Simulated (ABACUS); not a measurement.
Write the native input for ABACUS 3.10.1 that does the following.

```
Task                                          : single point
Functional                                    : PBE
Potentials or basis                           : PseudoDojo NC SR 0.4.1 PBE standard
Cutoff                                        : 1361 eV
Density cutoff                                : 5442 eV
Basis                                         : DZP LCAO (the cutoffs set its grid)
k mesh                                        : 10 × 10 × 9
Occupations                                   : fermi-dirac, width 0.05 eV
Spin                                          : no spin polarisation
Orbital files                                 : Ta Ta_confined-atom_7au_3s2p2d1f.orb, N N_confined-atom_6au_2s2p1d.orb
Radial cutoff of the potentials (pseudo_rcut) : 10 bohr
SCF threshold on the density                  : 1e-07
Max SCF steps                                 : 100
Eigensolver                                   : genelpa
Mixing                                        : broyden
Mixing share                                  : 0.7
Symmetry key                                  : 1
Bands                                         : 13
```

TaN:

```xyz
2
Lattice="2.9380 0.0000 0.0000 -1.4690 2.5444 0.0000 0.0000 0.0000 2.8830" Properties=species:S:1:pos:R:3 pbc="T T T"
Ta    0.0000    0.0000    1.4415
N     1.4690    0.8481    0.0000
```

The input as run:

INPUT

```
INPUT_PARAMETERS
suffix              TaN
calculation         scf
basis_type          lcao
pseudo_dir          ./
orbital_dir         ./
symmetry            1
dft_functional      pbe
ecutwfc             100
pseudo_rcut         10
nspin               1
nbands              13
ks_solver           genelpa
smearing_method     fd
smearing_sigma      0.00367493
scf_thr             1e-07
scf_nmax            100
mixing_type         broyden
mixing_beta         0.7
cal_force           1
cal_stress          1
out_mul             1
```

STRU

```
ATOMIC_SPECIES
Ta 180.9479 Ta.upf
N 14.0070 N.upf

NUMERICAL_ORBITAL
Ta_confined-atom_7au_3s2p2d1f.orb
N_confined-atom_6au_2s2p1d.orb

LATTICE_CONSTANT
1.8897261246

LATTICE_VECTORS
2.9380000000 0.0000000000 0.0000000000
-1.4690000000 2.5443826363 0.0000000000
0.0000000000 0.0000000000 2.8830000000

ATOMIC_POSITIONS
Direct

Ta
0.0
1
0.0000000000 0.0000000000 0.5000000000 1 1 1

N
0.0
1
0.6666666667 0.3333333333 0.0000000000 1 1 1
```

KPT

```
K_POINTS
0
Gamma
10 10 9 0 0 0
```

Potentials or basis: PseudoDojo NC SR 0.4.1 PBE standard, DZP LCAO (the cutoffs set its grid).

Command:

```sh
$ OMP_NUM_THREADS=1 mpirun -np 4 abacus > log
```

It gave:

```json
{
  "Pressure": "5.4 GPa",
  "Band gap on the k mesh": "none (metal or under the smearing width)",
  "Mulliken charges": "Ta +0.79; N -0.79 e"
}
```

Caveat: the atomic orbitals were generated for these runs and aren't a published set; Mulliken charges move with the basis; the basis of atomic orbitals isn't converged, which shifts pressures, moduli and gaps.

Wall time 8.2 s on 4 MPI ranks on Intel(R) Xeon(R) CPU @ 2.80GHz (Skylake/Cascade Lake), with other jobs on the host, peak memory 0.4 GiB a rank.
